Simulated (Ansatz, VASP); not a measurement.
# B32N31 (V_N): VASP beside Ansatz, part 2 of 2

Aim: how closely do two programs agree when they are given the same cell, functional and k mesh? The cell is taken from a series of runs on this material, whose earlier steps may have relaxed, scaled, displaced or heated it; both programs get it as it stands.

VASP 6.6.1 and Ansatz 0.2.0.

So far. Step 2 (VASP: single point, LDA): The run ends at a pressure of -4.48 GPa, with forces up to 0.028 eV/Å.

## Step 3: Ansatz: single point, LDA

Level of this step: Ansatz beside VASP: Kohn-Sham DFT, plane waves, LDA (Ansatz).

Ansatz runs on its default PAW (the set named soft_2) files.

The same cell, functional (in two slightly different forms), mesh and smearing now go to Ansatz.

File input.yaml:

```yaml
crystal:
  lattice:
    - [7.16112293, 0.0, 0.0]
    - [0.0, 0.0, -7.16112293]
    - [0.0, 7.16112293, 0.0]
  atoms:
    - { symbol: B, position: [-0.00056576205, -4.381106e-05, -0.00045183417] }
    - { symbol: B, position: [-0.00075276403, 0.25042780434, 0.2500305582] }
    - { symbol: B, position: [0.24990523858, -0.00023227805, 0.25003038658] }
    - { symbol: B, position: [0.24990725126, 0.2504307895, -0.00063603596] }
    - { symbol: "N", position: [0.12595586522, 0.12647717144, 0.37442336074] }
    - { symbol: "N", position: [0.12595128605, 0.37482960793, 0.12607778064] }
    - { symbol: "N", position: [0.37430572945, 0.12647551396, 0.1260757416] }
    - { symbol: B, position: [-0.00119506727, -0.00067646796, 0.50072331303] }
    - { symbol: B, position: [-0.0012037056, 0.24885713553, 0.75025667314] }
    - { symbol: B, position: [0.24833250023, -0.00068025646, 0.75025313006] }
    - { symbol: B, position: [0.24072909329, 0.24127496666, 0.5083381788] }
    - { symbol: "N", position: [0.12456824563, 0.12509237282, 0.8748653888] }
    - { symbol: "N", position: [0.1259306086, 0.37514799609, 0.62311912165] }
    - { symbol: "N", position: [0.37462595149, 0.12646930744, 0.62311068746] }
    - { symbol: "N", position: [0.37446513038, 0.37498881874, 0.87459012897] }
    - { symbol: B, position: [-0.00120748229, 0.50113406764, -0.0010814636] }
    - { symbol: B, position: [-0.00120841769, 0.7506665657, 0.24844845786] }
    - { symbol: B, position: [0.24070919431, 0.50875374541, 0.24083249251] }
    - { symbol: B, position: [0.24832424919, 0.75065733426, -0.00108170362] }
    - { symbol: "N", position: [0.12594312114, 0.62351214066, 0.37474739798] }
    - { symbol: "N", position: [0.12457004785, 0.8752697193, 0.12468993098] }
    - { symbol: "N", position: [0.37462498781, 0.62350753237, 0.12606734516] }
    - { symbol: "N", position: [0.37446580914, 0.87499265017, 0.37458738639] }
    - { symbol: B, position: [-0.00075729886, 0.49955056493, 0.49915264182] }
    - { symbol: B, position: [-0.00057424171, 0.75002109806, 0.7496171931] }
    - { symbol: B, position: [0.24989718024, 0.4995501798, 0.74980419486] }
    - { symbol: B, position: [0.2499026922, 0.75020504657, 0.49914958909] }
    - { symbol: "N", position: [0.12456153452, 0.62488670764, 0.8743073291] }
    - { symbol: "N", position: [0.12456593931, 0.8747077459, 0.62448629781] }
    - { symbol: "N", position: [0.37429893275, 0.62350738316, 0.62310357237] }
    - { symbol: "N", position: [0.37446085803, 0.87498805206, 0.87459048305] }
    - { symbol: B, position: [0.50061008103, -0.00068975587, -0.00108669876] }
    - { symbol: B, position: [0.50823359751, 0.24122117531, 0.24083883047] }
    - { symbol: B, position: [0.75014057168, -0.00068658851, 0.24844607184] }
    - { symbol: B, position: [0.75013863678, 0.24883733554, -0.00108673922] }
    - { symbol: "N", position: [0.62299019192, 0.12646570186, 0.37474471932] }
    - { symbol: "N", position: [0.62297461581, 0.37514467982, 0.12607302701] }
    - { symbol: "N", position: [0.87474730458, 0.12508966055, 0.124687744] }
    - { symbol: "N", position: [0.87446282449, 0.37498978333, 0.37458804413] }
    - { symbol: B, position: [0.49902150092, -0.00023041282, 0.49915276626] }
    - { symbol: B, position: [0.4990265866, 0.25042591873, 0.74980108769] }
    - { symbol: B, position: [0.74950121652, -5.135596e-05, 0.74961552035] }
    - { symbol: B, position: [0.74968813383, 0.25042665737, 0.49915168643] }
    - { symbol: "N", position: [0.62436454395, 0.12508377865, 0.87430551791] }
    - { symbol: "N", position: [0.62298311301, 0.37482223316, 0.6231046728] }
    - { symbol: "N", position: [0.87418595461, 0.1250885266, 0.62448349996] }
    - { symbol: "N", position: [0.87446070285, 0.37498712162, 0.87459471503] }
    - { symbol: B, position: [0.49902221779, 0.49954644557, -0.00064148395] }
    - { symbol: B, position: [0.49902805447, 0.75021074481, 0.25002873982] }
    - { symbol: B, position: [0.74968475562, 0.49954940509, 0.25002783433] }
    - { symbol: B, position: [0.74949771766, 0.75002078031, -0.00045150565] }
    - { symbol: "N", position: [0.62297583051, 0.6235015444, 0.37442078222] }
    - { symbol: "N", position: [0.62436331543, 0.87470631605, 0.12468857266] }
    - { symbol: "N", position: [0.87418477118, 0.62488915785, 0.12468970807] }
    - { symbol: "N", position: [0.87446378079, 0.87499012587, 0.37459021714] }
    - { symbol: B, position: [0.50818591353, 0.50871441349, 0.50831812394] }
    - { symbol: B, position: [0.50058958954, 0.75065316355, 0.7502504753] }
    - { symbol: B, position: [0.75012313461, 0.50112011919, 0.75025090948] }
    - { symbol: B, position: [0.75012322924, 0.75065093379, 0.50072018931] }
    - { symbol: "N", position: [0.62435519804, 0.62488391009, 0.87486600674] }
    - { symbol: "N", position: [0.62435888237, 0.87526438803, 0.62448346682] }
    - { symbol: "N", position: [0.87473633937, 0.62488525416, 0.62448775215] }
    - { symbol: "N", position: [0.87446411013, 0.87498895215, 0.87458548983] }
  host:
    repeats: [2, 2, 2]
    atoms:
      - { symbol: B, position: [0.0, 0.0, 0.0] }
      - { symbol: B, position: [0.0, 0.5, 0.5] }
      # ... 6 more atoms of the perfect host
total_charge: 1
basis:
  ecutwfc: 420
  xc_grid: 2
hamiltonian:
  xc: lda
kpoints:
  mp_grid: { grid: [1, 1, 1] }
scf:
  occupations: { method: fermi_dirac, width: 0.01 }
  max_iter: 100
  n_extra_bands: 138
output:
  optics:
    e_range: [0.0, 8.0]
    de: 0.025
    sigma: 0.15
    kdotp_interpolation: "off"
    nscf_kmesh: { grid: [2, 2, 2] }
checkpoint:
  read: "../qp1.relax_smeared.run"
```

Started as:

```
ansatz run input.yaml --threads 4 --pin off --max-ram 8478MiB --backend cpu --events-out ev --progress --plain --runs-dir out
```

Numbers of over 12 decimals in the logs are rounded to 6 here.

The log of the run:

```text
Warning: at least one further symmetry operation maps every atom of the structure, as the run holds it, onto an atom to within 2.35e-5 (fractional), and is not used: no operation is sought that the atoms, as the run holds them, miss by more than 2.00e-5, twice crystal.symmetry.tolerance (1.0e-5). The run uses 1 unitary operations. The run imposes no operation that its atoms and lattice do not hold. Figures that only  [...]
scf.n_extra_bands = 138 over 125 filled bands (N_el = 250.0): the run solves 263 bands
Engine: ansatz 0.2.0, aarch64-unknown-linux-gnu
Pseudopotentials: kind: paw
Pseudopotential: B, paw, valence charge 3, recommended cutoff 420 eV (normal), B.paw.azcp
Pseudopotential: N, paw, valence charge 5, recommended cutoff 420 eV (normal), N.paw.azcp
Functional definition: SPW92
  exchange = slater_x
  correlation = pw_c
Crystal: 63 atoms, lattice volume = 367.234 Å³
Basis set: ecut = 420 eV, 7123 PW (Γ), exchange–correlation on 96×96×96 points (8 copies of the dense FFT grid, shifted against one another)
Bands: 263, of which v1, the nominal top of the filled ones, is band 125 counted from 1 (124 counted from 0)
Symmetry: 1 space group operations
Space group: P1 (ITA 1), of the structure as read, at distance tolerance 7.2e-5 Å
k-points: 1
Non-local potential: B, projectors of the file, l = 0: 2, l = 1: 2, l = 2: 1
Non-local potential: N, projectors of the file, l = 0: 2, l = 1: 2, l = 2: 1
PAW form: soft (Blöchl's): semilocal exchange-correlation on the pseudo side does not see the compensation charge
PAW frozen core: B, regenerated for the run's functional, and the local potential with it (the file was generated under x = pbe(κ = 0.804, μ = 0.219515), c = pbe(β = 0.066725))
PAW frozen core: N, regenerated for the run's functional, and the local potential with it (the file was generated under x = pbe(κ = 0.804, μ = 0.219515), c = pbe(β = 0.066725))
PAW one-centre angular grid: B, 110 points (default); XC on 64 Gauss nodes
PAW one-centre angular grid: N, 110 points (default); XC on 64 Gauss nodes
Initial density: read from a saved state, or passed on in memory by an earlier SCF of this step, an earlier step, the calling program or the single point that the run made first
Initial wavefunctions: those read from a saved state, or passed on in memory by an earlier step or the calling program
Functional: x = slater, c = lda
iter 1 solved again at ethr=1.00e-12 eV; its pass at ethr=3.10e-3 eV (dr2=2.33e-9 eV) is discarded
SCF iter   1: F=—  HF=-16478.403379 eV  |F-HF|=—  |Δ(HF+E_count)|=         —  Δρ=9.86e-7  dr2=2.33e-9  ethr=1.00e-12  ⟨swp⟩=25.0  Hψ=3027  notcnv=0  defer=4
preconditioner: auto → Resta (q_TF=auto, 2.559 Å⁻¹)  ε∞=3.2  [insulator: Δε(μ)=4.746 eV  Ē_g=20.592 eV  σ=0.010 eV  W_gap=1.00  n_scr=92 (ndim 8)  ℏωp=30.6 eV  f_vac=0.000  D(μ)=0.00/eV (n_scr^D=0)  ε∞_Penn≈3.2]
SCF iter   2: F=—  HF=-16478.403379 eV  |F-HF|=—  |Δ(HF+E_count)|=  1.02e-10  Δρ=5.74e-7  dr2=8.59e-10  ethr=1.00e-12  ⟨swp⟩=7.0  Hψ=281  notcnv=0
SCF iter   3: F=—  HF=-16478.403379 eV  |F-HF|=—  |Δ(HF+E_count)|=  6.55e-11  Δρ=3.71e-8  dr2=1.02e-11  ethr=1.00e-12  ⟨swp⟩=1.0  Hψ=263  notcnv=0
iter 4 did not close the SCF: its close was put off for the readings that it lacked (scf_convergence_deferred on its scf_iter line)
SCF iter   4: F=-16478.403379 eV  HF=-16478.403379 eV  |F-HF|=0.00e0  |Δ(HF+E_count)|=  7.28e-12  Δρ=8.75e-9  dr2=6.62e-13  ethr=1.00e-12  ⟨swp⟩=1.0  Hψ=263  notcnv=0
iter 5 did not close the SCF: its close was put off for the readings that it lacked (scf_convergence_deferred on its scf_iter line)
SCF iter   5: F=-16478.403379 eV  HF=-16478.403379 eV  |F-HF|=3.64e-12  |Δ(HF+E_count)|=  3.64e-12  Δρ=1.93e-9  dr2=1.44e-14  ethr=1.00e-12  ⟨swp⟩=1.0  Hψ=263  notcnv=0
iter 6 did not close the SCF: its close was put off for the readings that it lacked (scf_convergence_deferred on its scf_iter line)
SCF iter   6: F=-16478.403379 eV  HF=-16478.403379 eV  |F-HF|=3.64e-12  |Δ(HF+E_count)|=  3.64e-12  Δρ=3.53e-10  dr2=5.21e-16  ethr=1.00e-12  ⟨swp⟩=1.0  Hψ=263  notcnv=0
iter 7 did not close the SCF: its close was put off for the readings that it lacked (scf_convergence_deferred on its scf_iter line)
SCF iter   7: F=-16478.403379 eV  HF=-16478.403379 eV  |F-HF|=3.64e-12  |Δ(HF+E_count)|=  7.28e-12  Δρ=9.25e-11  dr2=3.79e-17  ethr=1.00e-12  ⟨swp⟩=1.0  Hψ=263  notcnv=0
SCF iter   8: F=-16478.403379 eV  HF=-16478.403379 eV  |F-HF|=0.00e0  |Δ(HF+E_count)|=    0.00e0  Δρ=3.62e-11  dr2=2.70e-18  ethr=1.00e-12  ⟨swp⟩=14.0  Hψ=1016  notcnv=0
SCF 1 converged in 8 iterations: F = -16478.403379 eV  dr2 = 2.70e-18
  greatest PAW one-centre occupation: 0.783 electrons in one spin orbital (limit 2), on the N atom at site 30 (counted from 0), in its partial waves of l = 0
NSCF: frozen V_eff on 8 k-points
SCF converged after 8 iterations
Free energy (F): -16478.403379 eV
Harris-Foulkes:  -16478.403379 eV  (|F-HF|=0.00e0)
Internal energy: -16478.403379 eV  (E = F + TS)
E sigma→0 (E₀):  -16478.403379 eV
Fermi energy:    13.340330 eV
--- Per-component energies (eV) ---
  E_band       = 799.932934
  E_kinetic    = 5816.915204
  E_local      = -5742.190935  (includes V_loc(G=0)·N_el)
  E_nonlocal   = 1829.720150
  E_hartree    = 1631.761397
  E_xc         = -2898.753000
  E_vxc        = -3616.592873  (∫ρ·V_xc dr)
  E_paw        = -6009.443454  (= ΣΔE_a)
  E_vpaw       = -751.444460  (= ΣTr[D̂ρ^β])
  E_aug_tail   = 0.003053  (compensation charges beyond the density's cutoff)
  E_ewald      = -11110.363856
  E_core_change = 3.948062  (= ΣΔE_core)
  E_smearing   = -0.000000  (= −TS)
  E_closure    = 0.000000  (closes the sum)
  E_deformation_potential = 21.089133  (in the stress; not in F)
  Σ components = -16478.403379   (vs F -16478.403379, Δ=0.00e0)
--- Band table (eV) ---
  k-point 0: bands = [... 121 lower, 10.8743, 10.8743, 10.8744, 10.9708, 15.7168, 15.7169, 15.9290, 15.9291, ... 134 higher]
```

## Step 4: Comparison

Known differences besides the potentials themselves: the two LDA forms differ slightly; the cutoff is 420 eV in Ansatz and 520 eV in VASP (PREC = Accurate, projectors in real space); VASP's log shows a relativistic correction to its local exchange, Ansatz's none. Total energies have different zeros and are not compared.

Both answers:

```tsv
quantity	Ansatz	VASP	difference
gap on the k mesh (eV)	4.746	4.737	+0.009
```

A gap on the mesh is an upper bound, since the band edges may lie between its points. The cell carries a charge of +1 e against a uniform background, so its pressure also hangs on how the neutralising background is counted, and in a defect's cell a gap may be the spacing between its levels.

## Step 5: What came out

```json
{"difference in gap on the k mesh (single point, LDA)": "0.0088 eV"}
```

The difference in gap on the k mesh is 0.0088 eV (single point, LDA), within the 0.08 eV picked in this series as the mark of a large difference. Such differences can come from data sets, numerical settings and the points named under the comparisons, not from the functional's error against experiment.

[Lines on the potential files, build, host, timing and source positions are cut from VASP's logs without a mark.]

[Logs are printed without paths, hosts, clocks, repeated set-up lines and the standing remarks that a program may print on its own settings, such as how far it seeks lower states.]

[Hosts, paths, dates, database ids (printed as entryN), source tags and the programs' standing remarks are cut or masked in the printed files.]
